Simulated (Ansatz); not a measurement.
Take a crystal in which Li has been replaced by Rb on all its sites, with the cell rescaled by a rough guess (in some cases also distorted within its space group) and nothing relaxed:

```xyz
2
Lattice="0.0000 3.0677 3.0677 3.0677 0.0000 3.0677 3.0677 3.0677 0.0000" Properties=species:S:1:pos:R:3 pbc="T T T"
Rb    0.0000    0.0000    0.0000
Cl    3.0677    3.0677    3.0677
```

All numbers below come from Ansatz 0.2.0, DFT PBE, scalar-relativistic, plane waves, PAW.

Cutoff 420 eV; k points 6×6×6 on the computed 2-atom cell (Γ-centred); Gaussian smearing, width 0.02 eV; no spin polarisation.

(1) Will this cell want to expand or contract, and how hard?

(2) Is it a metal on this mesh?

(3) What is its energy against the elements in their standard states?

Answers

(1) The pressure is 7.2 GPa (positive in compression), so the cell would expand.

(2) No: the gap is 5.76 eV, the least direct gap 5.76 eV.

(3) -1.835 eV/atom at this unrelaxed geometry, with the elements in the same functional.